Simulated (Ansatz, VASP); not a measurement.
Given: the input of a run of VASP 6.6.1 on LiF (Griceite).

The input INCAR:

```
SYSTEM = LiF
ALGO = Normal
EDIFF = 1E-6
ENCUT = 520
ISIF = 2
ISMEAR = -1
LASPH = .True.
LCHARG = .True.
LELF = .True.
LREAL = .False.
LVHAR = .True.
LWAVE = .False.
NBANDS = 12
NELM = 100
PREC = Accurate
SIGMA = 0.05
```

Contents of KPOINTS:

```
k-points
0
Gamma
  11 11 11
  0 0 0
```

The input POSCAR:

```
LiF
1.0
    0.0000000000      2.0004828142      2.0004828142
    2.0004828142      0.0000000000      2.0004828142
    2.0004828142      2.0004828142      0.0000000000
F Li
1 1
Direct
    0.5000000000      0.5000000000      0.5000000000
    0.0000000000      0.0000000000      0.0000000000
```

Potentials or basis: VASP PAW LDA potentials, release 64 (F, Li_sv).

Run with:

```sh
$ cat potpaw_LDA.64/F/POTCAR potpaw_LDA.64/Li_sv/POTCAR > POTCAR
$ mpirun -np 1 vasp_std > vasp.out
```

Set up the same calculation for Ansatz 0.2.0. Potentials there: Ansatz PAW.

As run (the cutoff follows the program's own potentials):

input.yaml

```yaml
crystal:
  lattice:
    - [0.0, 2.0004828142, 2.0004828142]
    - [2.0004828142, 0.0, 2.0004828142]
    - [2.0004828142, 2.0004828142, 0.0]
  atoms:
    - { symbol: F, position: [0.5, 0.5, 0.5] }
    - { symbol: Li, position: [0.0, 0.0, 0.0] }
hamiltonian:
  xc: lda
  pseudopotentials: { kind: paw }
kpoints:
  mp_grid: { grid: [11, 11, 11] }
scf:
  occupations: { method: fermi_dirac, width: 0.05 }
output:
  forces: true
  stress: true
  eigenvalues: true
```

Potentials or basis: Ansatz PAW.

Command:

```sh
$ ansatz run input.yaml --threads 2 --pin off --max-ram 5632MiB --backend cpu --events-out ev --progress --plain --runs-dir out
```

Both were run:

|  | VASP | Ansatz | Ansatz less VASP |
| --- | --- | --- | --- |
| gap on the k mesh at the Fermi level (eV) | 9.02 | 9.03 | +0.004 |
| least direct gap on the mesh (eV) | 9.02 | 9.03 | +0.005 |

Caveats: an odd mesh through Γ misses points on the zone boundary, where band edges often lie (VASP); odd divisions of the mesh miss points on the zone boundary, where band edges often lie, so the gap on the mesh can be too wide (Ansatz). LDA gaps usually lie below the measured ones, often by a third to a half.
